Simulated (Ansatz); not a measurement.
# SiC: what a change does to the field gradients

Base: a refined structure from the COD whose atoms were relaxed with PBE, the cell held.

```
CELL_PARAMETERS angstrom
1.53890 -2.66750 0.00000
1.53890 2.66750 0.00000
0.00000 0.00000 15.12190
ATOMIC_POSITIONS crystal
Si 0.16666 0.83334 0.85772
Si 0.83334 0.16666 0.35772
Si 0.50011 0.49989 0.52451
Si 0.49989 0.50011 0.02451
Si 0.83344 0.16656 0.69122
Si 0.16656 0.83344 0.19122
C 0.50018 0.49982 0.64981
C 0.49982 0.50018 0.14981
C 0.16662 0.83338 0.98268
C 0.83338 0.16662 0.48268
C 0.83340 0.16660 0.81619
C 0.16660 0.83340 0.31619
```

Atom numbers follow the list; atoms alike are taken as one site, whose name carries the number of the first.

Computed with Ansatz: DFT, PBE, plane waves and PAW (field gradients read without the response of the frozen cores, which leaves them typically 4 to 6 % off), scalar-relativistic, 420 eV cutoff, Γ-centred 10×10×2 k-points, Fermi–Dirac smearing 0.02 eV.

Gradients in 10²¹ V/m²:

| site | atoms | V_zz base | η base | V_zz variant | η variant |
| --- | --- | --- | --- | --- | --- |
| Si1 | 1 | 0.21 | 0.02 | 0.26 | 0.02 |
| Si2 | 2 | 0.21 | 0.02 | 0.27 | 0.26 |
| Si3 | 3 | -0.052 | 0.10 | 0.012 | 0.75 |
| Si4 | 4 | -0.052 | 0.10 | -0.049 | 0.25 |
| Si5 | 5 | 0.24 | 0.02 | 0.29 | 0.01 |
| Si6 | 6 | 0.24 | 0.02 | -1.29 | 0.90 |
| C7 | 7 | 0.21 | 0.06 | 0.20 | 0.07 |
| C8 | 8 | 0.21 | 0.06 | 0.20 | 0.13 |
| C9 | 9 | 0.068 | 0.20 | 0.054 | 0.31 |
| C10 | 10 | 0.068 | 0.20 | 0.059 | 0.28 |
| C11 | 11 | 0.032 | 0.42 | 0.020 | 0.67 |
| C12 | 12 | 0.032 | 0.42 | 0.17 | 0.06 |

(1) Which change was made?
A. z compressed by 3 %, ions at fixed fractional positions
B. volume scaled by 0.97, ions at fixed fractional positions
C. volume scaled by 1.06, ions at fixed fractional positions
D. atom 6 (Si) moved by 0.05 Å along (-0.039, -0.023, -0.021) Å

Results:

(1) D. It leaves 12 symmetry-distinct sites where the base has 6, which no other option does. The largest change of V_zz along a kept axis is on C12, from 0.032 to 0.17. The whole tensor moves most on Si6, by 1.20 along its most changed direction. Small gradients that grow severalfold: Si6 (0.24 to -1.29). Where |V_zz| stays above 0.1 and the axes keep their order, η moves most on Si2, from 0.02 to 0.26. On Si6, Si3 the largest principal value lies along another axis in the second run, so the two V_zz can't be compared directly.

For the variant: The atoms aren't relaxed after the move (largest force 1.1 eV/Å).
